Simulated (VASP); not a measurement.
KCl, 2 atoms in the cell. It takes space group Fm-3m (No. 225, cubic). Conventional cell: a = 6.268 Å, b = 6.268 Å, c = 6.268 Å, α = 90.00°, β = 90.00°, γ = 90.00°. Around K (site symmetry m-3m) lie 6 Cl at 3.13 Å. Cl (site symmetry m-3m) is surrounded by 6 K at 3.13 Å. 

- Program: VASP 6.6.1
- Task: relaxation of cell and atoms
- Functional: PBEsol
- Potentials or basis: VASP PAW PBE potentials, release 64 (K_sv, Cl)
- Cutoff: 300 eV
- k mesh: 6 × 6 × 6
- Occupations: gaussian, width 0.02 eV
- Spin: no spin polarisation
- Further INCAR settings: ALGO = Normal; EDIFF = 1e-07; IBRION = 2; EDIFFG = -0.005; NSW = 90; ISIF = 3

Potentials or basis: VASP PAW PBE potentials, release 64 (K_sv, Cl).

Launch:

```bash
$ cat potpaw_PBE.64/K_sv/POTCAR potpaw_PBE.64/Cl/POTCAR > POTCAR
$ mpirun -np 1 vasp_std > vasp.out
```

Hardware: 1 thread of Intel(R) Xeon(R) Platinum 8488C (Sapphire Rapids), on a shared host.

Task: How long does it take, and how much memory?

Result: Run time: 16 s on 1 thread of Intel(R) Xeon(R) Platinum 8488C (Sapphire Rapids), on a shared host, peak memory 0.15 GiB. Counts: scf iterations 32, k points 16, ion steps 3.
